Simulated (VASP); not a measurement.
A run of VASP 6.6.1 is set up as follows.

The input INCAR:

```
PREC = Accurate ; ENCUT = 580
EDIFF = 1E-6 ; ISMEAR = -1
SIGMA = 0.05 ; LREAL = False
LASPH = True ; NELM = 80
ALGO = Normal ; ISIF = 3
LWAVE = False ; LCHARG = False
GGA = PE ; IBRION = 2
NSW = 60 ; EDIFFG = -0.02
```

The input KPOINTS:

```
regular mesh
0
Gamma
  8 8 5
```

POSCAR

```
ZnS
1.0
    3.8110000000      0.0000000000      0.0000000000
   -1.9055000000      3.3004228138      0.0000000000
    0.0000000000      0.0000000000      6.2340000000
Zn S
2 2
Direct
    0.6666666667      0.3333333333      0.5000000000
    0.3333333333      0.6666666667      0.0000000000
    0.6666666667      0.3333333333      0.8850000000
    0.3333333333      0.6666666667      0.3850000000
```

Potentials or basis: VASP PAW PBE potentials, release 64 (Zn, S).

Launch:

```sh
$ cat potpaw_PBE.64/Zn/POTCAR potpaw_PBE.64/S/POTCAR > POTCAR
$ mpirun -np 1 vasp_std > vasp.out
```

Task: Estimate the space group after relaxing (to 0.05 Å).

Result: P6_3mc (No. 186).

Task: Predict the band gap on the k mesh.

Result: 2.08 eV, direct.

Final structure:
```xyz
4
Lattice="3.8458 0.0000 0.0000 -1.9229 3.3306 0.0000 0.0000 0.0000 6.3069" Properties=species:S:1:pos:R:3 pbc="T T T"
Zn    1.9229    1.1102    3.1857
Zn    0.0000    2.2204    0.0323
S     1.9229    1.1102    5.5493
S     0.0000    2.2204    2.3959
```

PBE gaps usually lie below the measured ones, often by a third to a half. PBE usually gives volumes a little too large and moduli too small.
